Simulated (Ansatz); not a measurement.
## Preparing Al2O3 (R-3c) as a host crystal

Aim: the runs on the perfect crystal Al2O3 (R-3c) that a defect calculation needs first.

Program: Ansatz 0.2.0. Level of theory: plane-wave PAW DFT, PBEsol; relaxation of the host's cell and atoms; PAW set soft_1, in the first sound run; inputs show where later runs differ. Results are calculated unless marked as measured.

## 1. Starting point

It takes space group R-3c (No. 167, trigonal). The conventional cell has a = 4.805 Å, b = 4.805 Å, c = 13.116 Å, α = 90.00°, β = 90.00°, γ = 120.00°. Nearest to Al lie 6 O at 1.87 to 1.99 Å. Nearest to O lie 4 Al at 1.87 to 1.99 Å. Farther neighbours and most contacts between anions are not listed.

## 2. Host cell relaxation

Lattice and positions are set free, within the symmetry that the program keeps.

Contents of cell/input.yaml:

```yaml
crystal:
  lattice:
    - [2.4025136, 1.3870919, 4.3720844]
    - [-2.4025136, 1.3870919, 4.3720844]
    - [0.0, -2.7741838, 4.3720844]
  atoms:
    - { symbol: Al, position: [0.647904, 0.647904, 0.647904] }
    - { symbol: Al, position: [0.852096, 0.852096, 0.852096] }
    - { symbol: Al, position: [0.147904, 0.147904, 0.147904] }
    - { symbol: Al, position: [0.352096, 0.352096, 0.352096] }
    - { symbol: O, position: [0.4438545, 0.0561455, 0.75] }
    - { symbol: O, position: [0.9438545, 0.25, 0.5561455] }
    - { symbol: O, position: [0.0561455, 0.75, 0.4438545] }
    - { symbol: O, position: [0.75, 0.4438545, 0.0561455] }
    - { symbol: O, position: [0.25, 0.5561455, 0.9438545] }
    - { symbol: O, position: [0.5561455, 0.9438545, 0.25] }
basis:
  ecutwfc: 420
  xc_grid: 2
hamiltonian:
  xc: pbesol
  pseudopotentials: { kind: paw, azcp: { folder: soft_1 }, xc_functional: pbe }
kpoints:
  mp_grid: { grid: [7, 7, 7] }
scf:
  occupations: { method: fixed }
  max_iter: 100
relax:
  f_tol: 0.005
  max_steps: 60
  cell: {}
output:
  forces: true
  stress: true
checkpoint:
  write: "../cell.run"
  compress: false
  write_wavefunctions: false
  write_every: 100000
```

Launch:

```console
$ ansatz run input.yaml --threads 32 --pin off --max-ram 84787MiB --backend cuda --events-out ev --progress --plain --runs-dir out --max-vram 78GiB
```

Numbers of over 12 decimals in the logs are rounded to 6 here.

The program printed:

```text
[... repeated set-up lines and file paths are left out, and long positions are rounded to six places ...]
Engine: ansatz 0.2.0, aarch64-unknown-linux-gnu
Pseudopotentials: kind: paw
Pseudopotential: Al, paw, valence charge 3, recommended cutoff 420 eV (normal), soft_1/Al.paw.azcp
Pseudopotential: O, paw, valence charge 6, recommended cutoff 420 eV (normal), soft_1/O.paw.azcp
Functional definition: PBEsol
  exchange = pbesol_x
  correlation = pbesol_c
[...]
Crystal: 10 atoms, lattice volume = 87.420 Å³
Basis set: ecut = 420 eV, 1707 PW (Γ), exchange–correlation on 72×72×72 points (8 copies of the dense FFT grid, shifted against one another)
Bands: 34, of which v1, the nominal top of the filled ones, is band 24 counted from 1 (23 counted from 0)
Symmetry: 12 space group operations
Space group: R-3c (ITA 167), of the structure as read, at distance tolerance 4.4e-5 Å
k-points: 44 of 343
Non-local potential: Al, projectors of the file, l = 0: 2, l = 1: 2, l = 2: 1
Non-local potential: O, projectors of the file, l = 0: 2, l = 1: 2, l = 2: 1
PAW form: soft (Blöchl's): semilocal exchange-correlation on the pseudo side does not see the compensation charge
PAW frozen core: Al, regenerated for the run's functional, and the local potential with it (the file was generated under x = pbe(κ = 0.804, μ = 0.219515), c = pbe(β = 0.066725))
PAW frozen core: O, regenerated for the run's functional, and the local potential with it (the file was generated under x = pbe(κ = 0.804, μ = 0.219515), c = pbe(β = 0.066725))
PAW one-centre angular grid: Al, 110 points (default); XC on 64 Gauss nodes
PAW one-centre angular grid: O, 110 points (default); XC on 64 Gauss nodes
Initial density: superposition of atomic densities (chi_scale 0.1, normalization cell, long waves kept (reshape's long-wave potential 0.00 eV rms))
Initial wavefunctions: pseudopotential atomic-orbital guess
[...]
Functional: x = pbesol(κ = 0.804, μ = 0.123457), c = pbesol(β = 0.046)
SCF iter   1: F=—  HF=-5481.976250 eV  |Δ(HF+E_count)|=         —  Δρ=1.14e-1  dr2=1.11e1  Hψ=5673
preconditioner: auto → Resta (q_TF=auto, 2.469 Å⁻¹)  ε∞=3.3  [insulator: Δε(μ)=6.745 eV  Ē_g=18.002 eV  n_scr=20 (ndim 8)  ℏωp=27.5 eV  f_vac=0.000  ε∞_Penn≈3.3]
SCF iter   2: F=—  HF=-5479.046562 eV  |Δ(HF+E_count)|=    2.93e0  Δρ=4.12e-2  dr2=7.20e-1  Hψ=3222
SCF iter   3: F=—  HF=-5478.900428 eV  |Δ(HF+E_count)|=   1.46e-1  Δρ=2.04e-2  dr2=2.09e-1  Hψ=1405
automatic band count: iteration 3 solves 31 bands in place of 34: the levels show a gap, and the empty bands left out lie too high to hold charge; the band table lists the bands solved (type scf.n_extra_bands for more)
[...]
SCF 1 converged in 7 iterations: F = -5478.866648 eV  dr2 = 1.35e-8
  greatest PAW one-centre occupation: 0.855 electrons in one spin orbital (limit 2), on the O atom at site 9 (counted from 0), in its partial waves of l = 0
relax step   1: F+E_penalty+E_count = -5478.86664780 eV  Δ(F+E_penalty+E_count) = +0.000e0 eV  max|allowed force component| = 5.383e-2 eV/Å  Δτ_max = 0.0000 Å  P = -4.934 GPa  Ω = 87.420 Å³  (7 SCF iters, dr2 threshold 1.00e-7 eV, accepted)
[... the SCF cycles and remarks between the steps are left out from here to the last step ...]
relax step   2: F+E_penalty+E_count = -5478.88897258 eV  Δ(F+E_penalty+E_count) = -2.232e-2 eV  max|allowed force component| = 3.406e-2 eV/Å  Δτ_max = 0.0020 Å  P = -2.743 GPa  Ω = 86.605 Å³  energy of the carried Pulay correction = +2.669e-3 eV  (5 SCF iters, dr2 threshold 1.00e-6 eV, accepted)
relax step   3: F+E_penalty+E_count = -5478.90069704 eV  Δ(F+E_penalty+E_count) = -1.172e-2 eV  max|allowed force component| = 3.339e-2 eV/Å  Δτ_max = 0.0007 Å  P = +0.056 GPa  Ω = 85.619 Å³  energy of the carried Pulay correction = +5.930e-3 eV  (5 SCF iters, dr2 threshold 1.00e-6 eV, accepted)
relax step   4: F+E_penalty+E_count = -5478.90077364 eV  Δ(F+E_penalty+E_count) = -7.660e-5 eV  max|allowed force component| = 1.716e-2 eV/Å  Δτ_max = 0.0009 Å  P = +0.010 GPa  Ω = 85.629 Å³  energy of the carried Pulay correction = +5.895e-3 eV  (4 SCF iters, dr2 threshold 6.97e-8 eV, accepted)
relax step   5: F+E_penalty+E_count = -5478.90078721 eV  Δ(F+E_penalty+E_count) = -1.356e-5 eV  max|allowed force component| = 4.335e-3 eV/Å  Δτ_max = 0.0008 Å  P = -0.010 GPa  Ω = 85.636 Å³  energy of the carried Pulay correction = +5.873e-3 eV  (4 SCF iters, dr2 threshold 1.84e-8 eV, accepted)
relax step   6: F+E_penalty+E_count = -5478.89562580 eV  Δ(F+E_penalty+E_count) = +5.161e-3 eV  max|allowed force component| = 4.295e-3 eV/Å  Δτ_max = 0.0000 Å  P = -0.136 GPa  Ω = 85.636 Å³  stress off target by 1.42e-1 GPa  SCF on the basis re-selected at this cell (its energy is not comparable with the rows above)  (5 SCF iters)
relax step   7: F+E_penalty+E_count = -5478.89580295 eV  Δ(F+E_penalty+E_count) = -1.771e-4 eV  max|allowed force component| = 1.359e-5 eV/Å  Δτ_max = 0.0003 Å  P = -0.002 GPa  Ω = 85.590 Å³  energy of the carried Pulay correction = +1.533e-4 eV  (4 SCF iters, dr2 threshold 5.04e-8 eV, accepted)
[...]
iter 1 solved again at ethr=4.23e-8 eV; its pass at ethr=3.10e-3 eV (dr2=2.03e-5 eV) is discarded
SCF iter   1: F=—  HF=-5478.895454 eV  |Δ(HF+E_count)|=         —  Δρ=6.50e-6  dr2=9.00e-9  Hψ=9858
[...]
SCF iter   2: F=—  HF=-5478.895609 eV  |Δ(HF+E_count)|=   1.55e-4  Δρ=3.03e-6  dr2=3.18e-9  Hψ=2333
SCF iter   3: F=—  HF=-5478.895609 eV  |Δ(HF+E_count)|=   1.87e-9  Δρ=1.08e-6  dr2=5.47e-10  Hψ=2276
SCF iter   4: F=-5478.895609 eV  HF=-5478.895609 eV  |Δ(HF+E_count)|=  1.92e-10  Δρ=2.19e-7  dr2=3.03e-11  Hψ=9776
SCF 8 converged in 4 iterations: F = -5478.895609 eV  dr2 = 3.03e-11
relax step   8: F+E_penalty+E_count = -5478.89560894 eV  Δ(F+E_penalty+E_count) = +1.940e-4 eV  max|allowed force component| = 5.921e-6 eV/Å  Δτ_max = 0.0000 Å  P = -0.004 GPa  Ω = 85.590 Å³  stress off target by 4.29e-3 GPa  SCF on the basis re-selected at this cell (its energy is not comparable with the rows above)  (4 SCF iters)
basis re-selected at this cell: Δ(F+E_penalty+E_count) = +1.940e-4 eV, ΔP = -0.002 GPa vs the last step (what re-selecting the basis moved, of the pressure what is left beyond the Pulay correction that the steps carried, after the strain that the cell walked [...]
SCF converged after 4 iterations
Free energy (F): -5478.895609 eV
Harris-Foulkes:  -5478.895609 eV  (|F-HF|=1.18e-11)
Internal energy: -5478.895609 eV  (E = F + TS)
E sigma→0 (E₀):  -5478.895609 eV
Fermi energy:    7.505289 eV
--- Per-component energies (eV) ---
  E_band       = 56.363006
  E_kinetic    = 1136.317969
  E_local      = -1961.672923  (includes V_loc(G=0)·N_el)
  E_nonlocal   = 353.346541
  E_hartree    = 741.660426
  E_xc         = -584.977166
  E_vxc        = -676.777797  (∫ρ·V_xc dr)
  E_paw        = -2772.327584  (= ΣΔE_a)
  E_vpaw       = -278.176404  (= ΣTr[D̂ρ^β])
  E_aug_tail   = 0.004758  (compensation charges beyond the density's cutoff)
  E_ewald      = -2391.535914
  E_core_change = 0.288284  (= ΣΔE_core)
  E_smearing   = -0.000000  (= −TS)
  E_closure    = 0.000000  (closes the sum)
  Σ components = -5478.895609   (vs F -5478.895609, Δ=0.00e0)
--- Forces (eV/Å), atoms counted from 1 ---
  atom   1  Al    -0.00000000     0.00000000     0.00000592
  atom   2  Al    -0.00000000     0.00000000    -0.00000592
  atom   3  Al     0.00000000    -0.00000000     0.00000592
  atom   4  Al     0.00000000    -0.00000000    -0.00000592
  atom   5  O     -0.00000430    -0.00000000     0.00000000
  atom   6  O     -0.00000215    -0.00000372    -0.00000000
  [... 4 more lines of this table ...]
  max |Σ_I F_I| component: 2.89e-18 eV/Å
--- Stress (GPa, compression-positive) ---
       -0.004291      -0.000000       0.000000
       -0.000000      -0.004291      -0.000000
        0.000000       0.000000      -0.002904
  P = ⅓ Tr σ = -0.0038 GPa (-0.038 kbar)
--- Band table (eV; the first three rows and the last of 44) ---
  k-point 0: bands = ["-11.6205", "-9.2757", "-8.9964", "-8.9964", "-8.6770", "-8.6770", "0.5870", "1.5715", "1.9435", "1.9435", "3.0574", [... rest cut ...]
  k-point 1: bands = ["-11.5149", "-9.3232", "-9.0657", "-9.0180", "-8.7285", "-8.6836", "0.7025", "1.3537", "1.8076", "2.4440", "2.5575", [... rest cut ...]
--- Relaxed structure (6 steps of the walk, 6 accepted, 2 SCFs on fresh bases) ---
  F+E_penalty+E_count = -5478.89560894 eV   max|allowed force component| = 5.921e-6 eV/Å   (the final SCF, on the basis selected at the relaxed cell)
  cell:  # Å, volume = 85.5896 Å³
    - [2.386653, 1.377935, 4.337622]
    - [-2.386653, 1.377935, 4.337622]
    - [0, -2.755869, 4.337622]
  atoms:
    - { symbol: Al, position: [0.647953, 0.647953, 0.647953] }
    - { symbol: Al, position: [0.852047, 0.852047, 0.852047] }
    - { symbol: Al, position: [0.147953, 0.147953, 0.147953] }
    - { symbol: Al, position: [0.352047, 0.352047, 0.352047] }
    - { symbol: O, position: [0.444168, 0.055832, 0.750000] }
    - { symbol: O, position: [0.944168, 0.25, 0.555832] }
  [... 4 more lines of this table ...]
```

Run time: 5.4 s. Hardware: 1 × NVIDIA GB200 with 32 threads of Arm Neoverse V2, shared host; peak memory 0.93 GiB; 15 s of CPU time.

Relaxation path:

| step | energy less that of the first step (eV) | largest force component (eV/Å) | pressure (GPa) | volume (Å³) |
| --- | --- | --- | --- | --- |
| 1 | 0.0000 | 0.0538 | -4.93 | 87.42 |
| 2 | -0.0223 | 0.0341 | -2.74 | 86.60 |
| 3 | -0.0340 | 0.0334 | 0.06 | 85.62 |
| 4 | -0.0341 | 0.0172 | 0.01 | 85.63 |
| 5 | -0.0341 | 0.0043 | -0.01 | 85.64 |
| 6 | -0.0290 | 0.0043 | -0.14 | 85.64 |
| 7 | -0.0292 | 0.0000 | 0.00 | 85.59 |
| 8* | -0.0290 | 0.0000 | 0.00 | 85.59 |

Relaxation steps marked * repeat the geometry before them on a plane-wave basis chosen anew for their cell, so energy and pressure can jump there. The log counts 2 steps on a newly chosen plane-wave basis, not all of them marked here; energy and pressure can jump at such steps.

Forces are held to the 12 operations that the run works with; a distortion that breaks them can't arise in this run.

| conventional cell, symmetrised | before | after | change |
| --- | --- | --- | --- |
| a (Å) | 4.805 | 4.773 | -0.7 % |
| b (Å) | 4.805 | 4.773 | -0.7 % |
| c (Å) | 13.116 | 13.013 | -0.8 % |
| volume (Å³/atom) | 8.74 | 8.56 | -2.1 % |

Numbers from this step:

```
pressure : -0.003828 GPa
```

The relaxation ends with a pressure of 0.00 GPa.

## 3. Dielectric tensors of the host

The response to a uniform electric field gives the electronic dielectric tensor.

This step: plane-wave PAW DFPT, PBEsol; dielectric tensors, Born charges and zone-centre modes of the host; PAW set soft_1 (Ansatz 0.2.0).

Contents of eps/input.yaml:

```yaml
crystal:
  lattice:
    - [2.3866527243, 1.3779345928, 4.3376222509]
    - [-2.3866527243, 1.3779345928, 4.3376222509]
    - [0.0, -2.7558691857, 4.3376222509]
  atoms:
    - { symbol: Al, position: [0.647953199, 0.647953199, 0.647953199] }
    - { symbol: Al, position: [0.852046801, 0.852046801, 0.852046801] }
    - { symbol: Al, position: [0.147953199, 0.147953199, 0.147953199] }
    - { symbol: Al, position: [0.352046801, 0.352046801, 0.352046801] }
    - { symbol: O, position: [0.4441682928, 0.0558317072, 0.75] }
    - { symbol: O, position: [0.9441682928, 0.25, 0.5558317072] }
    - { symbol: O, position: [0.0558317072, 0.75, 0.4441682928] }
    - { symbol: O, position: [0.75, 0.4441682928, 0.0558317072] }
    - { symbol: O, position: [0.25, 0.5558317072, 0.9441682928] }
    - { symbol: O, position: [0.5558317072, 0.9441682928, 0.25] }
basis:
  ecutwfc: 420
hamiltonian:
  xc: pbesol
  pseudopotentials: { kind: paw, azcp: { folder: soft_1 }, xc_functional: pbe }
kpoints:
  mp_grid: { grid: [6, 6, 6] }
scf:
  occupations: { method: fixed }
  max_iter: 100
phonons:
  method: dfpt
  dielectric: true
  rigid_motions: translations
```

The program printed:

```text
[...]
Crystal: 10 atoms, lattice volume = 85.590 Å³
Basis set: ecut = 420 eV, 1653 PW (Γ), exchange–correlation on 72×72×72 points (8 copies of the dense FFT grid, shifted against one another)
Bands: 34, of which v1, the nominal top of the filled ones, is band 24 counted from 1 (23 counted from 0)
Symmetry: 12 space group operations
k-points: 112 of 216 (irreducible under 1 space group operation, time reversal used)
[...]
SCF iter   1: F=—  HF=-5482.114536 eV  |Δ(HF+E_count)|=         —  Δρ=1.18e-1  dr2=1.13e1  Hψ=14584
[...]
SCF iter   9: F=-5478.895573 eV  HF=-5478.895573 eV  |Δ(HF+E_count)|=  1.24e-10  Δρ=9.41e-8  dr2=6.61e-12  Hψ=25721
SCF 1 converged in 9 iterations: F = -5478.895573 eV  dr2 = 6.61e-12
[...]
the response reads at least the filled bands of the reference SCF and the lowest empty band at each k-point, and that SCF's band table does not vouch for those bands. The notice of the band table in this run's record says why
[...]
NSCF: frozen V_eff on 1 k-points
[...]
NSCF: frozen V_eff on 32 k-points, pencils in batches of 32, up to order 136
[...]
DFPT response loops at q = (0, 0, 0) (fractional): preconditioner auto → none (the input reference at scf.mixing.eps_inf says where Resta's filter doesn't serve); β = 0.50; Anderson in place of MSR1; [...]
[...]
DFPT response loops at Γ: preconditioner auto → none (the input reference at scf.mixing.eps_inf says where Resta's filter doesn't serve); β = 0.50; Broyden in place of MSR1
SCF converged after 9 iterations
[...]
Born effective charges Z* (e; rows j = field, columns β = displacement):
    site 0:
         2.97855   -0.03055   -0.00000
         0.03055    2.97855    0.00000
         0.00000    0.00000    2.94565
    site 1:
         2.97855    0.03055    0.00000
        -0.03055    2.97855    0.00000
        -0.00000    0.00000    2.94565
    site 2:
         2.97855    0.03055    0.00000
        -0.03055    2.97855    0.00000
        -0.00000    0.00000    2.94565
    site 3:
         2.97855   -0.03055   -0.00000
         0.03055    2.97855    0.00000
         0.00000    0.00000    2.94565
    site 4:
        -2.08733    0.00000   -0.00000
        -0.00000   -1.88407    0.27155
        -0.00000    0.36483   -1.96377
    site 5:
        -1.93489   -0.08802    0.23517
        -0.08802   -2.03652   -0.13578
         0.31595   -0.18242   -1.96377
    site 6:
        -1.93489   -0.08802    0.23517
        -0.08802   -2.03652   -0.13578
         0.31595   -0.18242   -1.96377
    site 7:
        -1.93489    0.08802   -0.23517
         0.08802   -2.03652   -0.13578
        -0.31595   -0.18242   -1.96377
    site 8:
        -1.93489    0.08802   -0.23517
         0.08802   -2.03652   -0.13578
        -0.31595   -0.18242   -1.96377
    site 9:
        -2.08733    0.00000   -0.00000
        -0.00000   -1.88407    0.27155
        -0.00000    0.36483   -1.96377
  Z* charge neutrality: 1.639e-5 e pre-enforcement
  k-mesh period / interband length: 28.6 Å / 1.27 Å = 22.51 at k = (0.0000, 0.0000, 0.0000), direct gap 6.038 eV — 14 or more, which is no proof of convergence
  optical modes at Γ without the LO–TO term, one row a degenerate level:
      ω (cm⁻¹)  modes    IR ((D/Å)²/amu)
        298.24      1             0.0000
        363.84      2             0.0000
        377.31      2             2.8782
        383.84      1            38.5127
        406.16      1             0.0000
        421.09      2             0.0000
        425.52      2            37.9575
        433.81      2             0.0000
        514.51      1             0.0000
        558.01      2            81.4602
[...]
optical modes at Γ + LO–TO along q̂ = [1.0000, 0.0000, 0.0000]:
      ω (cm⁻¹)  modes    IR ((D/Å)²/amu)
[...]
optical modes at Γ + LO–TO along q̂ = [0.0000, 1.0000, 0.0000]:
      ω (cm⁻¹)  modes    IR ((D/Å)²/amu)
[...]
optical modes at Γ + LO–TO along q̂ = [0.0000, 0.0000, 1.0000]:
      ω (cm⁻¹)  modes    IR ((D/Å)²/amu)
[...]
433.81      2             0.0000
        487.20      1             2.0851
        514.51      1             0.0000
        558.01      2            81.4602
        562.64      2             0.0000
        589.66      1             0.0000
        614.84      2             7.4447
        625.67      1             0.0000
        674.54      1             0.0000
        730.66      2             0.0000
        731.24      1             0.0000
        851.48      1            62.1090
```

It took 10 s on 1 × NVIDIA GB200 with 32 threads; peak memory 1.9 GiB.

In the SCF lines HF is the Harris–Foulkes energy and dr2 the Hartree energy of the density residual, in eV; the loop may stop once dr2 is under the threshold and the program's other checks hold. Hψ counts applications of the Hamiltonian.

Electronic dielectric tensor:

```
3.29 0.00 0.00
0.00 3.29 0.00
0.00 0.00 3.26
```

Static dielectric tensor:

```
 9.66  0.00  0.00
 0.00  9.66  0.00
 0.00  0.00 11.75
```

The principal values of the electronic dielectric tensor are 3.26, 3.29 and 3.29. The principal values of the static dielectric tensor are 9.66, 9.66 and 11.75.

[end of part 1 of 2]

[Logs are printed without paths, hosts, clocks, repeated set-up lines and the standing remarks that a program may print on its own settings, such as how far it seeks lower states.]

[Hosts, paths, dates, database ids (printed as entryN), source tags and the programs' standing remarks are cut or masked in the printed files.]

[Runs of the host that timed out are not shown.]

[For some hosts the program warned that the k-mesh of the response run may be too coarse for force constants and the static dielectric constant; such warnings are not always shown.]
